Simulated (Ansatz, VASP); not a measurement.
Two plane-wave programs on BN

Contents of INCAR:

```
SYSTEM = BN
PREC     = Accurate       ! precision mode
ENCUT    = 520            ! plane-wave cutoff, eV
EDIFF    = 1E-6           ! SCF threshold, eV
ISMEAR   = 0              ! smearing method
SIGMA    = 0.05           ! smearing width, eV
LREAL    = .False.        ! projectors in reciprocal space
LASPH    = .True.         ! aspherical terms in the spheres
NELM     = 80             ! most SCF steps
ALGO     = Normal         ! electronic algorithm
ISIF     = 2              ! what is computed and relaxed
LWAVE    = .False.        ! write WAVECAR
LCHARG   = .False.        ! write CHGCAR
GGA      = PE             ! functional
NBANDS   = 16             ! bands
```

KPOINTS

```
Automatic mesh
0
Gamma
  6 6 6
  0 0 0
```

POSCAR

```
BN
1.0
    0.0000000000     -1.8123937734     -1.8364986106
   -1.8364986106      0.0000000000     -1.8364986106
    1.8364986106      1.8123937734     -3.6729972212
B N
2 2
Direct
   -0.0015993670      0.0071310777      0.0000000000
    0.5015993670      0.4928689223      0.5000000000
    0.3733632633      0.3822976976      0.8750000000
    0.8766367367      0.8677023024      0.3750000000
```

Input for Ansatz:

```yaml
crystal:
  lattice:
    - [0.0, -1.8123937734, -1.8364986106]
    - [-1.8364986106, 0.0, -1.8364986106]
    - [1.8364986106, 1.8123937734, -3.6729972212]
  atoms:
    - { symbol: B, position: [-0.001599367, 0.0071310777, 0.0] }
    - { symbol: B, position: [0.501599367, 0.4928689223, 0.5] }
    - { symbol: "N", position: [0.3733632633, 0.3822976976, 0.875] }
    - { symbol: "N", position: [0.8766367367, 0.8677023024, 0.375] }
basis:
  ecutwfc: 520.0
kpoints:
  mp_grid: { grid: [6, 6, 6] }
hamiltonian:
  xc: pbe
scf:
  occupations: { method: gaussian, width: 0.05 }
output:
  forces: true
  stress: true
  eigenvalues: true
```

Change from the starting cell: mode 4 frozen in at -0.017 Å, equal normal strain along x and y +0.0133.

Alike in both runs: task single point; functional PBE; k mesh 6 × 6 × 6; occupations gaussian, width 0.05 eV; no spin polarisation.

```csv
,VASP,Ansatz
version,VASP 6.6.1,Ansatz 0.2.0
potentials or method,"VASP PAW PBE potentials, release 64 (B, N)","scalar-relativistic, plane waves, PAW"
plane-wave cutoff (eV),520,520
valence electrons in the cell,16,16
```

Ansatz gave:

```
gap on the k mesh at the Fermi level (eV)       : 4.20
least direct gap on the mesh (eV)               : 6.06
pressure (GPa)                                  : -9.4
largest component of the traceless stress (GPa) : 5.20
rms of the force components (eV/Å)              : 0.106
```

Problem. What did VASP give for the same quantities?

Solution. gap on the k mesh at the Fermi level (eV): 4.19; least direct gap on the mesh (eV): 6.05; pressure (GPa): -9.2; largest component of the traceless stress (GPa): 5.21; rms of the force components (eV/Å): 0.106.

Atom by atom the forces differ by 0.000 eV/Å (rms over components).

Caveats: the k mesh is coarse (spacing up to 0.48 Å⁻¹), so the values aren't converged. A k mesh can miss the band edges.
